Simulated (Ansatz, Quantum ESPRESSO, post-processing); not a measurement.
# In2Se2, 1 layer: response to a perpendicular field, part 5 of 6

Aim: how In2Se2, 1 layer screens a field along its normal, and what the field does to its bands.

Quantum ESPRESSO 7.5; plane-wave DFT, PBE, GBRV ultrasoft pseudopotentials; geometry and cross-check by Ansatz 0.2.0 with PAW datasets.

So far. Step 11 (Self-consistent run: field 0.4 V/Å): The dipole goes from -0.0000 to 0.2329 e Å, 0.5823 e Å per V/Å. Step 12 (Electrostatic potential): The slope in the vacuum is 0.400 eV/Å for an applied 0.40 V/Å, as it should be.

## 13. Bands along a path: field 0.4 V/Å

File f3.bands.in:

```
&control
  prefix = 'f3.bands'
  outdir = './out'
  pseudo_dir = './pseudo'
  calculation = 'bands'
  tefield = .true.
  dipfield = .true.
/
&system
  ibrav = 0
  nat = 4
  ntyp = 2
  ecutwfc = 40
  ecutrho = 200
  occupations = 'smearing'
  smearing = 'fd'
  degauss = 0.004
  edir = 3
  emaxpos = 0.97
  eopreg = 0.04
  eamp = 0.00777876
  nbnd = 25
/
&electrons
  conv_thr = 1e-07
  mixing_beta = 0.4
  electron_maxstep = 120
  mixing_mode = 'local-TF'
/
ATOMIC_SPECIES
  Se  78.9710  se_pbe_v1.uspp.F.UPF
  In  114.8180  in_pbe_v1.4.uspp.F.UPF
CELL_PARAMETERS angstrom
  4.08646054975544 0.00000000000000 0.00000000000000
  -2.04323027487772 3.53897864765113 0.00000000000000
  0.00000000000000 0.00000000000000 22.14290946410000
ATOMIC_POSITIONS crystal
  Se  0.333333333333 0.666666666667 0.378597342544
  In  -0.000000000000 -0.000000000000 0.436177059488
  In  -0.000000000000 -0.000000000000 0.563823195848
  Se  0.333333333333 0.666666666667 0.621402402119
K_POINTS crystal_b
4
  0.0000000000 0.0000000000 0.0000000000 14
  0.5000000000 0.0000000000 0.0000000000 14
  0.3333333333 0.3333333333 0.0000000000 14
  0.0000000000 0.0000000000 0.0000000000 1
```

On the command line:

```bash
$ cp -r out/f3.save out/f3.bands.save
$ cp out/f3.xml out/f3.bands.xml
$ OMP_NUM_THREADS=1 mpirun -n 4 pw.x -nk 4 -in f3.bands.in > f3.bands.out
```

Numbers of over 12 decimals in the logs are rounded to 6 here.

The program printed:

```text
[banner, memory and clock lines left out]
Program PWSCF v.7.5 starts
[citation notice left out]

[...]
bravais-lattice index     =            0
     lattice parameter (alat)  =       7.7223  a.u.
     unit-cell volume          =    2161.0088 (a.u.)^3
     number of atoms/cell      =            4
     number of atomic types    =            2
     number of electrons       =        38.00
     number of Kohn-Sham states=           25
     kinetic-energy cutoff     =      40.0000  Ry
     charge density cutoff     =     200.0000  Ry
     Exchange-correlation=  SLA  PW   PBX  PBC
                           (   1   4   3   4   0   0   0)

[...]
PseudoPot. # 1 for Se read from file:
     ./pseudo/se_pbe_v1.uspp.F.UPF
     Pseudo is Ultrasoft + core correction, Zval =  6.0
     Generated by new atomic code, or converted to UPF format
     Using radial grid of  877 points,  6 beta functions with:
                l(1) =   0
                l(2) =   0
                l(3) =   1
                l(4) =   1
                l(5) =   2
                l(6) =   2
     Q(r) pseudized with  8 coefficients,  rinner =    1.300   1.300   1.300
                                                       1.300   1.300

     PseudoPot. # 2 for In read from file:
     ./pseudo/in_pbe_v1.4.uspp.F.UPF
     Pseudo is Ultrasoft + core correction, Zval = 13.0
     Generated by new atomic code, or converted to UPF format
     Using radial grid of  889 points,  6 beta functions with:
                l(1) =   0
                l(2) =   0
                l(3) =   1
                l(4) =   1
                l(5) =   2
                l(6) =   2
     Q(r) pseudized with  6 coefficients,  rinner =    1.400   1.400   1.400
                                                       1.400   1.400

     atomic species   valence    mass     pseudopotential
     Se                6.00    78.97100     Se( 1.00)
     In               13.00   114.81800     In( 1.00)

     No symmetry found

[...]
number of k points=    43  Fermi-Dirac smearing, width (Ry)=  0.0040
[...]
Dense  grid:   103227 G-vectors     FFT dimensions: (  36,  36, 192)

     Smooth grid:    73969 G-vectors     FFT dimensions: (  32,  32, 180)

     The potential is recalculated from file :
     ./out/f3.bands.save/charge-density

     negative rho (up, down):  3.708E-04 0.000E+00

     Adding external electric field

     Computed dipole along edir(3) :
        Dipole                0.4401 Ry au,          1.1187 Debye
        Dipole field          0.0026 Ry au,

        E field amplitude [Ha a.u.]:  7.7788E-03
        Potential amp.        0.4193 Ry
        Total length         40.1703 bohr

     Starting wfcs are   26 randomized atomic wfcs

     Band Structure Calculation
     Davidson diagonalization with overlap

     ethr =  2.63E-10,  avg # of iterations = 52.8

     End of band structure calculation

          k = 0.0000 0.0000 0.0000 (  9271 PWs)   bands (ev):

   -15.7132 -15.5505 -15.5505 -15.4823 -15.4823 -15.4325 -15.4325 -15.2886
   -15.2886 -15.2588 -14.1605 -13.9871  -6.9240  -4.6722  -2.2945  -2.2945
    -2.1424  -2.1424  -1.7355  -0.2834   0.9424   2.4258   3.1996   3.1996
     3.5829

          k = 0.0357 0.0206 0.0000 (  9249 PWs)   bands (ev):

   -15.7131 -15.5544 -15.5501 -15.4837 -15.4818 -15.4356 -15.4317 -15.2933
   -15.2886 -15.2527 -14.1486 -13.9757  -6.9182  -4.6767  -2.3815  -2.3095
    -2.2243  -2.1566  -1.7190  -0.2028   1.0184   2.4396   3.1139   3.2138
     3.6018

[...]
```

The job ended after 47 s (4 MPI ranks of Arm Neoverse V1, shared host; peak memory 0.42 GiB; 3.1 min of CPU time).

This step gave:

```
valence top, on the run's zero : -1.660 eV
gap by band count              : 1.377 eV
```

Band numbers count within the set of bands kept for display. Electronic bands along the path, in eV, zero at the highest filled level of the SCF mesh; v1 is the highest filled band, c1 the lowest empty one:

| point | v4 | v3 | v2 | v1 | c1 | c2 | c3 | c4 |
| --- | --- | --- | --- | --- | --- | --- | --- | --- |
| Γ | -0.63 | -0.48 | -0.48 | -0.07 | 1.38 | 2.61 | 4.09 | 4.86 |
| halfway | -1.70 | -1.16 | -0.98 | -0.09 | 2.53 | 2.83 | 4.61 | 4.72 |
| M | -1.60 | -1.53 | -1.39 | -0.91 | 2.15 | 2.28 | 4.16 | 4.46 |
| halfway | -2.19 | -1.89 | -1.34 | -0.92 | 2.66 | 2.67 | 4.27 | 4.79 |
| K | -2.72 | -1.73 | -1.26 | -1.07 | 2.60 | 2.94 | 4.01 | 5.04 |
| halfway | -1.66 | -1.64 | -1.41 | -0.14 | 2.83 | 3.26 | 4.19 | 4.97 |
| Γ | -0.63 | -0.48 | -0.48 | -0.07 | 1.38 | 2.61 | 4.09 | 4.86 |

Upper empty bands that drop with the field can be states of the vacuum, held by the sawtooth; they depend on the cell's width.

Along this path the valence top lies between K and Γ and the conduction bottom at Γ.

## 14. Valence density

The density shows how far the electrons spill into the vacuum.

File f0.rho.in:

```
&inputpp
  prefix = 'f0'
  outdir = './out'
  filplot = 'f0.rho.dat'
  plot_num = 0
/
```

On the command line:

```bash
$ OMP_NUM_THREADS=1 mpirun -n 4 pp.x -in f0.rho.in > f0.rho.out
```

The program printed:

```text
[banner, memory and clock lines left out]
Program POST-PROC v.7.5 starts

          URL

     ./out/f0.save/

     IMPORTANT: XC functional enforced from input :
     Exchange-correlation= PBE
                           (   1   4   3   4   0   0   0)
     Any further DFT definition will be discarded
     Please, verify this is what you really want

     negative rho (up, down):  3.752E-04 0.000E+00

     Adding external electric field

     Computed dipole along edir(3) :
        Dipole               -0.0000 Ry au,         -0.0000 Debye
        Dipole field         -0.0000 Ry au,

        Potential amp.        0.0000 Ry
        Total length         40.1703 bohr

     Calling punch_plot, plot_num =   0
     Writing data to file  f0.rho.dat
     Message from routine chdens:
     namelist plot not found or invalid, exiting
```

Elapsed: 1.1 s, on 4 MPI ranks; peak memory 0.12 GiB; 4.2 s of CPU time.

This step gave:

| Item | Value |
| --- | --- |
| electrons by integration | 38.00 e |

Mean over planes. The valence density, planar mean by z:

z (Å), valence density, planar mean (e/Å³) and a bar:
```
        4      0.000 
        5      0.000 
        6      0.002 
        7      0.031 ##
        8      0.220 ############
        9      0.407 #####################
       10      0.573 ##############################
       11      0.075 ####
       12      0.398 #####################
       13      0.508 ###########################
       14      0.235 ############
       15      0.046 ##
       16      0.002 
       17      0.000 
       18      0.000
```

Valence density in the ca plane at fractional y = 0.667, with atoms of Se within 0.2 Å of it. It is the smooth field of the valence electrons, not physical close to the nuclei.

Ten steps, logarithmic in the rise over the least value, from '0' (0.0 e/Å³) to '9' (1.3 e/Å³), each cell a mean:
```
00000000000000000123455555444455655443210000
00000000000000000122345665544456655432110000
00000000000000000123455565444455655443210000
00000000000000001245666654433345566655321000
00000000000000012467887654322334678887532000
00000000000000013578888754322234688888642100
00000000000000013688988864221235787988753100
00000000000000013688998864221235787988753100
00000000000000013578888764322234688888742100
00000000000000012467887654322334678887532000
00000000000000001245666654433345566665321000
```
Columns run along c (16.0 Å, from fractional 0.05 to 0.77 of the cell), rows up along a (4.1 Å). Atoms in or near the plane, at fractional coordinates: Se at (0.38, 0.33), Se at (0.62, 0.33).

The density integrates to 38.000 electrons, as the 38 of the input ask.

## 15. Density by pp.x

File f2.rho.in:

```
&inputpp
  prefix = 'f2'
  outdir = './out'
  filplot = 'f2.rho.dat'
  plot_num = 0
/
```

On the command line:

```bash
$ OMP_NUM_THREADS=1 mpirun -n 4 pp.x -in f2.rho.in > f2.rho.out
```

Elapsed: 1.1 s, on 4 MPI ranks; peak memory 0.12 GiB; 4.1 s of CPU time.

## 16. Charge moved by a field of 0.2 V/Å

Read from the output:

| Quantity | Value |
| --- | --- |
| largest charge moved across a plane | 0.001103 e/Å² |
| dipole step | -1.456 eV |

The planar mean oscillates, so the rows of the table below give means over windows of 1 Å about each position, cut where the curve ends. Its maxima inside the range that stand out by 2 % of the span (Å: e/Å³): 7.4: 7.0e-4, 10.6: 1.5e-4, 12.6: 2.3e-4. Its minima: 9.6: -2.3e-4, 11.5: -1.5e-4, 14.8: -7.1e-4.

Table of planar mean by z; means over each step:

| z (Å) | planar mean (e/Å³) |
| --- | --- |
| 2 | 2.9e-8 |
| 3 | 2.5e-7 |
| 4 | 2.3e-6 |
| 5 | 1.9e-5 |
| 6 | 1.3e-4 |
| 7 | 5.3e-4 |
| 8 | 3.5e-4 |
| 9 | 2.3e-5 |
| 10 | -7.2e-5 |
| 11 | 1.7e-5 |
| 12 | 2.5e-5 |
| 13 | 2.3e-5 |
| 14 | -2.9e-4 |
| 15 | -5.8e-4 |
| 16 | -1.6e-4 |
| 17 | -2.2e-5 |
| 18 | -2.3e-6 |
| 19 | -2.1e-7 |
| 20 | -1.9e-8 |

The running integral, electrons below z oscillates, so the rows of the table below give means over windows of 1 Å about each position, cut where the curve ends. Its maxima inside the range that stand out by 2 % of the span (Å: e/Å²): 9.1: 0.00110, 11.0: 0.00105, 12.9: 0.00110. Its minima: 10.1: 9.7e-4, 11.9: 9.7e-4.

Running integral, electrons below z against z; means over each step:

| z (Å) | running integral, electrons below z (e/Å²) |
| --- | --- |
| 2 | 1.5e-8 |
| 3 | 1.3e-7 |
| 4 | 1.2e-6 |
| 5 | 1.0e-5 |
| 6 | 7.7e-5 |
| 7 | 4.1e-4 |
| 8 | 9.3e-4 |
| 9 | 0.00108 |
| 10 | 1.0e-3 |
| 11 | 0.00103 |
| 12 | 9.9e-4 |
| 13 | 0.00108 |
| 14 | 9.3e-4 |
| 15 | 4.1e-4 |
| 16 | 7.2e-5 |
| 17 | 8.5e-6 |
| 18 | 8.4e-7 |
| 19 | 7.8e-8 |

## 17. Polarisability from the dipole between 0 and 0.1 V/A

Numbers from this step:

```
change of slope in the vacuum : 0.09999 eV/Å
polarisability a cell         : 8.377 Å³
sheet polarisability 4πα/A    : 7.279 Å
```

The change of the potential energy, second field less first by z:

| z (Å) | change of the potential energy, second field less first (eV) |
| --- | --- |
| 0.0 | -0.371 |
| 0.5 | -0.692 |
| 1.0 | -0.642 |
| 1.5 | -0.592 |
| 2.0 | -0.542 |
| 2.5 | -0.492 |
| 3.0 | -0.442 |
| 3.5 | -0.392 |
| 4.0 | -0.342 |
| 4.5 | -0.292 |
| 5.0 | -0.242 |
| 5.5 | -0.193 |
| 6.0 | -0.145 |
| 6.5 | -0.0990 |
| 7.0 | -0.0599 |
| 7.5 | -0.0332 |
| 8.0 | -0.0206 |
| 8.5 | -0.0156 |
| 9.0 | -0.0140 |
| 9.5 | -0.0135 |
| 10.0 | -0.00963 |
| 10.5 | -0.00393 |
| 11.0 | -3.6e-4 |
| 11.5 | 0.00267 |
| 12.0 | 0.00816 |
| 12.5 | 0.0130 |
| 13.0 | 0.0142 |
| 13.5 | 0.0152 |
| 14.0 | 0.0191 |
| 14.5 | 0.0291 |
| 15.0 | 0.0518 |
| 15.5 | 0.0884 |
| 16.0 | 0.133 |
| 16.5 | 0.181 |
| 17.0 | 0.230 |
| 17.5 | 0.280 |
| 18.0 | 0.330 |
| 18.5 | 0.380 |
| 19.0 | 0.430 |
| 19.5 | 0.480 |
| 20.0 | 0.530 |
| 20.5 | 0.580 |
| 21.0 | 0.630 |
| 21.5 | 0.617 |
| 22.0 | -0.145 |

## 18. Dipole against field

Table of dipole along the normal, dipole moment by applied field:

| applied field (V/Å) | dipole along the normal, dipole moment (e·Å) |
| --- | --- |
| 0.000 | 0 |
| 0.100 | 0.0582 |
| 0.200 | 0.116 |
| 0.400 | 0.233 |

## 19. Cross-check with Ansatz: field 0.1 V/Å

A second code with its own PAW datasets, on the same atoms.

Level of this step: plane-wave DFT, PBE, Ansatz PAW (Ansatz 0.2.0).

File input.yaml:

```yaml
crystal:
  lattice:
    - [4.0864605498, 0.0, 0.0]
    - [-2.0432302749, 3.5389786477, 0.0]
    - [0.0, 0.0, 22.1429094641]
  atoms:
    - { symbol: Se, position: [0.3333333333, 0.6666666667, 0.3785973425] }
    - { symbol: In, position: [0.0, 0.0, 0.4361770595] }
    - { symbol: In, position: [0.0, 0.0, 0.5638231958] }
    - { symbol: Se, position: [0.3333333333, 0.6666666667, 0.6214024021] }
kpoints:
  mp_grid: { grid: [6, 6, 1] }
hamiltonian:
  xc: pbe
scf:
  occupations: { method: fermi_dirac, width: 0.054 }
  convergence: { dr2_threshold: 1.0e-09 }
efield:
  axis: 3
  dipole_correction: true
  ramp_position: 0.97
  ramp_width: 0.04
  amplitude: 0.1
output:
  write_potential: true
  write_density: true
  volumetric_format: npy
```

On the command line:

```bash
$ ansatz run input.yaml --threads 4 --pin off --max-ram 8192MiB --backend cpu --events-out ev --progress --plain --runs-dir out
```

The program printed:

```text
[...]
Crystal: 4 atoms, lattice volume = 320.228 Å³
Basis set: ecut = 420 eV, 6243 PW (Γ)
Bands: 35, of which v1, the nominal top of the filled ones, is band 29 counted from 1 (28 counted from 0)
Symmetry: 6 space group operations
k-points: 7 of 36 (time reversal used)
[...]
SCF iter   1: F=—  HF=-22136.419813 eV  |F-HF|=—  |Δ(HF+E_count)|=         —  Δρ=1.81e-2  dr2=2.06e0  ethr=3.10e-3  p=0.060 e·Å  D=3.39e-2 V/Å  ΔV_dip=-0.75 eV  dr2_dipole=1.08e-4  V_vac-E_F(+/−)=6.28/4.97 eV  ⟨swp⟩=8.1  Hψ=1162  notcnv=0
[...]
SCF iter  12: F=-22135.937439 eV  HF=-22135.937439 eV  |F-HF|=8.11e-10  |Δ(HF+E_count)|=  9.17e-10  Δρ=2.46e-7  dr2=9.37e-10  ethr=1.72e-12  p=0.058 e·Å  D=3.29e-2 V/Å  ΔV_dip=-0.73 eV  dr2_dipole=1.06e-11  V_vac-E_F(+/−)=5.80/4.47 eV  ⟨swp⟩=11.1  Hψ=768  notcnv=0
SCF 1 converged in 12 iterations: F = -22135.937439 eV  dr2 = 9.37e-10
[...]
WARN: The output density's exchange-correlation potential varies sharply where the density is thin. Do not read a vacuum level from v_tot or v_xc, or from such a field of the output density. On a cell that repeats whose density bears no net charge and no dipole along the vacuum's axis use v_es (v_loc + v_h of the components); under efield.dipole_correction with no amplitude use v_es + v_field, which holds any externa [...]
SCF converged after 12 iterations
Free energy (F): -22135.937439 eV
[...]
Internal energy: -22135.937439 eV  (E = F + TS)
E sigma→0 (E₀):  -22135.937439 eV
Entropy (-TS):   -0.000001 eV (-0.000 meV/atom)
Fermi energy:    -0.596512 eV
Dipole field:    D = 0.032880 V/Å  (p = 0.058188 e·Å, saw-weighted, corrected)
Work function:   not extracted (applied field tilts the vacuum); planar V_es + V_field profile in the machine report
[...]
--- Band table (eV; the first three rows and the last of 7) ---
  k-point 0: bands = [... 25 lower, -1.9397, -1.8602, -1.8602, -1.4125, 0.0511, 1.2698, 3.5291, 3.5291, ... 2 higher]
  k-point 1: bands = [... 25 lower, -2.7957, -2.2282, -2.1188, -1.3469, 0.9597, 1.9744, 2.8569, 3.7449, ... 2 higher]
  k-point 2: bands = [... 25 lower, -3.0296, -2.7144, -2.5595, -1.7050, 1.0925, 1.1119, 3.1161, 3.3489, ... 2 higher]
  k-point 6: bands = [... 25 lower, -4.0797, -3.0634, -2.6184, -2.4172, 1.2504, 1.5981, 2.6633, 3.7044, ... 2 higher]
```

Run time: 2.7 s. Hardware: 4 threads; peak memory 0.59 GiB.

Read from the output:

```
free energy             : -22135.9374 eV
Fermi energy            : -0.5965 eV
gap by band count       : 1.398 eV
dipole along the normal : 0.05819 e·Å
```

At 0.1 V/Å Ansatz's dipole is 0.0582 e Å against 0.0582 from pw.x.

## 20. The same in Ansatz: field -0.1 V/Å

input.yaml, as its differences from the input of step 19:

```diff
@@ -22,3 +22,3 @@
   ramp_width: 0.04
-  amplitude: 0.1
+  amplitude: -0.1
 output:
```

The program printed:

```text
[...]
Crystal: 4 atoms, lattice volume = 320.228 Å³
Basis set: ecut = 420 eV, 6243 PW (Γ)
Bands: 35, of which v1, the nominal top of the filled ones, is band 29 counted from 1 (28 counted from 0)
Symmetry: 6 space group operations
k-points: 7 of 36 (time reversal used)
[...]
k-point 0: bands = [... 25 lower, -1.9694, -1.8899, -1.8899, -1.4422, 0.0214, 1.2401, 3.4994, 3.4994, ... 2 higher]
  k-point 1: bands = [... 25 lower, -2.8254, -2.2580, -2.1485, -1.3767, 0.9299, 1.9446, 2.8272, 3.7152, ... 2 higher]
  k-point 2: bands = [... 25 lower, -3.0593, -2.7441, -2.5892, -1.7347, 1.0628, 1.0822, 3.0863, 3.3191, ... 2 higher]
  k-point 6: bands = [... 25 lower, -4.1094, -3.0931, -2.6481, -2.4469, 1.2207, 1.5684, 2.6335, 3.6747, ... 2 higher]
[key lines of the parts left out:]
SCF converged after 12 iterations
Free energy (F): -22135.937439 eV
Fermi energy:    -0.626235 eV
Dipole field:    D = -0.032879 V/Å  (p = -0.058185 e·Å, saw-weighted, corrected)
```

It took 2.7 s on 4 threads; peak memory 0.59 GiB; 10 s of CPU time.

This step gave:

| Item | Value |
| --- | --- |
| Fermi energy | -0.6262 eV |
| dipole along the normal | -0.05819 e·Å |

## 21. Dipole against field, Ansatz

Table of dipole along the normal, dipole moment by applied field:

| applied field (V/Å) | dipole along the normal, dipole moment (e·Å) |
| --- | --- |
| -0.1000 | -0.0582 |
| 0.0000 | -1.0e-4 |
| 0.1000 | 0.0582 |

[end of part 5 of 6]

[Logs are printed without paths, hosts, clocks, repeated set-up lines and the standing remarks that a program may print on its own settings, such as how far it seeks lower states.]

[Hosts, paths, dates, database ids (printed as entryN), source tags and the programs' standing remarks are cut or masked in the printed files.]

[Maps of the electrostatic potential energy from Ansatz leave out the sawtooth potential of an applied field or a dipole correction, so their vacuum need not be flat; planar profiles and work functions include it.]
